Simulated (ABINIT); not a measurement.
# Al2Pt (Fm-3m) in ABINIT: single point with LDA

Aim: the single point of Al2Pt with LDA.

Program: ABINIT 10.8.3 (patched build). These are calculated values, not measurements. Logs are shortened: lines on timing, memory, paths and dates and some standing lists are left out, and cuts for length are marked. The log counts tension as positive stress, the text compression.

**1. The crystal as given**

Symmetry: Fm-3m, No. 225, cubic system. Conventional cell: a = 5.910 Å, b = 5.910 Å, c = 5.910 Å, α = 90.00°, β = 90.00°, γ = 90.00°. Around Pt (site symmetry m-3m) lie 8 Al at 2.56 Å. Around Al (site symmetry -43m) lie 4 Pt at 2.56 Å.

**2. Single point, LDA**

run.abi

```
# Pseudopotentials
pp_dirpath "./"
pseudos "Pt.upf, Al.upf"

# Structure
acell 3*1.0
rprim
     0.0000000000     5.5841406983     5.5841406983
     5.5841406983     0.0000000000     5.5841406983
     5.5841406983     5.5841406983     0.0000000000
ntypat 2
znucl 78 13
natom 3
typat 1 2 2
xred
     0.0000000000     0.0000000000     0.0000000000
     0.7500000000     0.7500000000     0.7500000000
     0.2500000000     0.2500000000     0.2500000000

# Plane-wave basis
ecut 35.0

# k points
kptopt 1
ngkpt 6 6 6
nshiftk 1
shiftk 0.0 0.0 0.0

# Exchange and correlation
ixc 7

# Bands and occupations
nband 16
occopt 3
tsmear 0.00183747

# SCF cycle
nstep 100
tolvrs 1.0e-10

# Output
iomode 3
prtwf 0
prtden 0
prteig 0
prtebands 0
```

Potentials or basis: PseudoDojo NC SR LDA v0.4.1 standard.

Started as:

```bash
$ mpirun --bind-to none -np 4 abinit run.abi > log 2>&1
```

run.abo:

```text
.Version 10.8.3 of ABINIT
 Symmetries : space group Fm -3 m (#225); Bravais cF (face-center cubic)
================================================================================
 Values of the parameters that define the memory need of the present run
     intxc =       0    ionmov =       0      iscf =       7    lmnmax =       8
     lnmax =       8     mgfft =      45  mpssoang =       4    mqgrid =    3001
     natom =       3  nloc_mem =       1    nspden =       1   nspinor =       1
    nsppol =       1      nsym =      48    n1xccc =    2501    ntypat =       2
    occopt =       3   xclevel =       1
       mpw =        3468          nfft =       91125          nkpt =          16
================================================================================
================================================================================

--------------------------------------------------------------------------------
------------- Echo of variables that govern the present computation ------------
--------------------------------------------------------------------------------
 -outvars: echo values of preprocessed input variables --------
            acell      1.0000000000E+00  1.0000000000E+00  1.0000000000E+00 Bohr
              amu      1.95080000E+02  2.69815390E+01
             ecut      3.50000000E+01 Hartree
              ixc           7
         kptrlatt        6    0    0      0    6    0      0    0    6
          kptrlen      4.73830051E+01
            natom           3
            nband          16
            ngfft          45      45      45
             nkpt          16
            nstep         100
             nsym          48
           ntypat           2
           occopt           3
           prtden           0
        prtebands           0
           prteig           0
            prtwf           0
            rprim      0.0000000000E+00  5.5841406983E+00  5.5841406983E+00
                       5.5841406983E+00  0.0000000000E+00  5.5841406983E+00
                       5.5841406983E+00  5.5841406983E+00  0.0000000000E+00
          spgroup         225
           tolvrs      1.00000000E-10
           tsmear      1.83747000E-03 Hartree
            typat      1  2  2
           xangst      0.0000000000E+00  0.0000000000E+00  0.0000000000E+00
                       4.4324999970E+00  4.4324999970E+00  4.4324999970E+00
                       1.4774999990E+00  1.4774999990E+00  1.4774999990E+00
            xcart      0.0000000000E+00  0.0000000000E+00  0.0000000000E+00
                       8.3762110474E+00  8.3762110474E+00  8.3762110474E+00
                       2.7920703491E+00  2.7920703491E+00  2.7920703492E+00
             xred      0.0000000000E+00  0.0000000000E+00  0.0000000000E+00
                       7.5000000000E-01  7.5000000000E-01  7.5000000000E-01
                       2.5000000000E-01  2.5000000000E-01  2.5000000000E-01
            znucl       78.00000   13.00000

[... 110 lines left out ...]
       0.000000000000      0.000000000000      0.000000000000
       0.750000000000      0.750000000000      0.750000000000
       0.250000000000      0.250000000000      0.250000000000
 rms dE/dt=  0.0000E+00; max dE/dt=  0.0000E+00; dE/dt below (all hartree)
    1       0.000000000000      0.000000000000      0.000000000000
    2       0.000000000000      0.000000000000      0.000000000000
    3       0.000000000000      0.000000000000      0.000000000000

 cartesian coordinates (angstrom) at end:
    1      0.00000000000000     0.00000000000000     0.00000000000000
    2      4.43249999701743     4.43249999701743     4.43249999701743
    3      1.47749999900581     1.47749999900581     1.47749999900581

 cartesian forces (hartree/bohr) at end:
    1     -0.00000000000000    -0.00000000000000    -0.00000000000000
    2     -0.00000000000000    -0.00000000000000    -0.00000000000000
    3     -0.00000000000000    -0.00000000000000    -0.00000000000000
 frms,max,avg= 0.0000000E+00 0.0000000E+00   0.000E+00  0.000E+00  0.000E+00 h/b

 cartesian forces (eV/Angstrom) at end:
    1     -0.00000000000000    -0.00000000000000    -0.00000000000000
    2     -0.00000000000000    -0.00000000000000    -0.00000000000000
    3     -0.00000000000000    -0.00000000000000    -0.00000000000000
 frms,max,avg= 0.0000000E+00 0.0000000E+00   0.000E+00  0.000E+00  0.000E+00 e/A
 length scales=  1.000000000000  1.000000000000  1.000000000000 bohr
              =  0.529177210544  0.529177210544  0.529177210544 angstroms
 Fermi (or HOMO) energy (hartree) =   0.33221   Average Vxc (hartree)=  -0.40354
 Eigenvalues (hartree) for nkpt=  16  k points:
 kpt#   1, nband= 16, wtk=  0.00463, kpt=  0.0000  0.0000  0.0000 (reduced coord)
  -3.31127   -1.62311   -1.62311   -1.62311   -0.04501    0.14470    0.14470    0.14470
   0.19486    0.19486    0.43404    0.47152    0.47152    0.47152    0.52942    0.52942
      occupation numbers for kpt#   1
   2.00000    2.00000    2.00000    2.00000    2.00000    2.00000    2.00000    2.00000
   2.00000    2.00000    0.00000    0.00000    0.00000    0.00000    0.00000    0.00000
 prteigrs : prtvol=0 or 1, do not print more k-points.

--- !EnergyTerms
iteration_state     : {dtset: 1, }
comment             : Components of total free energy in Hartree
kinetic             :  3.89469918474072E+01
hartree             :  3.83888968228963E+01
xc                  : -2.59219321533362E+01
Ewald energy        : -7.88329076009980E+01
psp_core            :  1.90766149040176E+00
local_psp           : -1.18707347287989E+02
non_local_psp       :  8.70580367483144E+00
internal            : -1.35512833206787E+02
'-kT*entropy'       : -2.12429187207659E-04
total_energy        : -1.35513045635974E+02
total_energy_eV     : -3.68749782616974E+03
band_energy         : -1.35814195019636E+01
...

 Cartesian components of stress tensor (hartree/bohr^3)
  sigma(1 1)=  1.80637266E-04  sigma(3 2)=  0.00000000E+00
  sigma(2 2)=  1.80637266E-04  sigma(3 1)=  0.00000000E+00
  sigma(3 3)=  1.80637266E-04  sigma(2 1)=  0.00000000E+00

-Cartesian components of stress tensor (GPa)         [Pressure= -5.3145E+00 GPa]
- sigma(1 1)=  5.31453185E+00  sigma(3 2)=  0.00000000E+00
- sigma(2 2)=  5.31453185E+00  sigma(3 1)=  0.00000000E+00
- sigma(3 3)=  5.31453185E+00  sigma(2 1)=  0.00000000E+00

== END DATASET(S) ==============================================================
================================================================================

 -outvars: echo values of variables after computation  --------
            acell      1.0000000000E+00  1.0000000000E+00  1.0000000000E+00 Bohr
           etotal     -1.3551304564E+02
            fcart     -0.0000000000E+00 -0.0000000000E+00 -0.0000000000E+00
                      -0.0000000000E+00 -0.0000000000E+00 -0.0000000000E+00
                      -0.0000000000E+00 -0.0000000000E+00 -0.0000000000E+00
            rprim      0.0000000000E+00  5.5841406983E+00  5.5841406983E+00
                       5.5841406983E+00  0.0000000000E+00  5.5841406983E+00
                       5.5841406983E+00  5.5841406983E+00  0.0000000000E+00
           strten      1.8063726617E-04  1.8063726617E-04  1.8063726617E-04
                       0.0000000000E+00  0.0000000000E+00  0.0000000000E+00
           xangst      0.0000000000E+00  0.0000000000E+00  0.0000000000E+00
                       4.4324999970E+00  4.4324999970E+00  4.4324999970E+00
                       1.4774999990E+00  1.4774999990E+00  1.4774999990E+00
             xred      0.0000000000E+00  0.0000000000E+00  0.0000000000E+00
                       7.5000000000E-01  7.5000000000E-01  7.5000000000E-01
                       2.5000000000E-01  2.5000000000E-01  2.5000000000E-01
 Calculation completed.
```

Wall time 12 s (4 MPI ranks of Arm Neoverse V1, shared host); peak memory 0.28 GiB.

What came out:

| Item | Value |
| --- | --- |
| Free energy | -3687.4978 eV |
| Band gap on the k mesh | none (metal or under the smearing width) |
| Valence electrons inside the program's atomic spheres | Pt 14.53; Al 0.92 |

Levels at points of the mesh, in eV from the Fermi level:
```tsv
k point	band 10	band 11	band 12	band 13	band 14	band 15
(0.00, 0.00, 0.00)	-3.74	2.77	3.79	3.79	3.79	5.37
(0.50, 0.00, 0.00)	-3.52	-3.52	0.99	0.99	3.67	5.12
(0.50, 0.50, 0.00)	-3.48	-3.24	-1.62	-1.62	3.05	3.33
```

Caveat: the cutoff is too short for stress, so the log's stress isn't used. The run has no spin-orbit coupling, so splittings on Pt are missing.
